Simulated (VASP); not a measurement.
## AgCl (Chlorargyrite): relaxation of cell and atoms with PBE

The system is AgCl (Chlorargyrite).

```
Ag Cl
1.0
     0.00000    2.80322    2.80322
     2.80322    0.00000    2.80322
     2.80322    2.80322    0.00000
Ag Cl
1 1
Direct
  0.00000 0.00000 0.00000
  0.50000 0.50000 0.50000
```

```yaml
Program: VASP 6.6.1
Task: relaxation of cell and atoms
Functional: PBE
Potentials_or_basis: VASP PAW PBE potentials, release 64 (Ag, Cl)
Cutoff: 600 eV
k_mesh: 8 × 8 × 8
Occupations: gaussian, width 0.03 eV
Spin: no spin polarisation
Further_INCAR_settings: ALGO = Normal; EDIFF = 1e-07; IBRION = 2; EDIFFG = -0.005; NSW = 90; ISIF = 3
```

```
Pressure after relaxing : 0.0 GPa
Band gap on the k mesh  : 0.92 eV, indirect (least direct gap 3.08 eV)
```

Final structure:
```yaml
crystal:
  lattice:
    - [0.00000, 2.80322, 2.80322]
    - [2.80322, 0.00000, 2.80322]
    - [2.80322, 2.80322, 0.00000]
  atoms:
    - { symbol: Ag, position: [0.00000, 0.00000, 0.00000] }
    - { symbol: Cl, position: [0.50000, 0.50000, 0.50000] }
```

Levels at points of the mesh, in eV from the valence-band top:
```
           k point  band 7  band 8  band 9  band 10  band 11  band 12
(0.00, 0.00, 0.00)   -2.19   -2.19   -2.19     0.92    10.87    10.87
(0.50, 0.00, 0.00)   -1.68    0.00    0.00     4.33     6.36     7.73
(0.50, 0.50, 0.00)   -1.87   -1.87   -1.80     2.43     8.07     8.53
```

Run time: 12 s on 1 thread of Intel(R) Xeon(R) Platinum 8488C (Sapphire Rapids), with other jobs on the host, peak memory 0.18 GiB.

Caveat: the relaxation stopped at its first step, so nothing moved. A k mesh can miss the band edges.
